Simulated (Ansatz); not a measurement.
**Be: squeezing one contact**

One table from this session's results is given with a row withheld; the runs are named, their logs left out.

Program: Ansatz 0.2.0. Level of theory: DFT, PBE, PAW with Ansatz's default frozen-core files, scalar-relativistic. These are calculated values, not measurements.

6 further runs of the same task are left out: 4 for a broken database entry, 2 that didn't finish. Runs told in other sessions of the task aren't counted.

## Starting point

Symmetry: P6_3/mmc, No. 194, hexagonal system. Conventional cell: a = 2.285 Å, b = 2.285 Å, c = 3.584 Å, α = 90.00°, β = 90.00°, γ = 120.00°. Around Be (site symmetry -6m2) lie 12 Be at 2.23 to 2.29 Å.

Structure file:

```
Be
1.0
     2.28530    0.00000    0.00000
    -1.14265    1.97913    0.00000
     0.00000    0.00000    3.58420
Be
2
Direct
  0.33333 0.66667 0.25000
  0.66667 0.33333 0.75000
```

Atoms are numbered in the order of the input: Be1, Be2.

Set-up of the first run:

input.yaml reads:

```yaml
crystal:
  lattice:
    - [2.2853, 0.0, 0.0]
    - [-1.14265, 1.9791278553, 0.0]
    - [0.0, 0.0, 3.5842]
  atoms:
    - { symbol: Be, position: [0.3333333333, 0.6666666667, 0.25] }
    - { symbol: Be, position: [0.6666666667, 0.3333333333, 0.75] }
kpoints:
  mp_grid: { grid: [15, 15, 8] }
scf:
  occupations: { method: fermi_dirac, width: 0.05 }
hamiltonian:
  xc: pbe
  pseudopotentials: { kind: paw }
output:
  forces: true
  stress: true
  eigenvalues: true
  populations: true
  write_density: true
  write_potential: true
  elf: true
  volumetric_format: npy
```

The run is started by

```bash
$ ansatz run input.yaml --threads 1 --pin off --max-ram 2048MiB --backend cpu --events-out ev --progress --plain --runs-dir out
```

Steps of the session up to this table: Shortest bond scaled by 1, PAW; Shortest bond scaled by 0.94, PAW; Shortest bond scaled by 0.82, PAW; Shortest bond scaled by 0.76, PAW.

One table of the session follows, with a row left open; its other results are not shown here.

| method | length (Å) | F from the given length (eV/cell) | force along the bond (eV/Å) | pressure (GPa) | largest force (eV/Å) |
| --- | --- | --- | --- | --- | --- |
| PAW | 1.691 | 1.123 | 5.196 | 16.26 | 5.263 |
| PAW | 1.825 | ? | ? | ? | ? |
| PAW | 2.092 | 0.055 | 0.849 | -1.82 | 0.883 |
| PAW | 2.225 | 0.000 | 0.000 | -2.92 | 0.000 |

Estimate the missing values for PAW, 1.825.

The run gave: F from the given length (eV/cell): 0.569; force along the bond (eV/Å): 3.230; pressure (GPa): 7.50; largest force (eV/Å): 3.295. In the column «F from the given length (eV/cell)» it lies between PAW, 2.092 (0.055) and PAW, 1.691 (1.123).
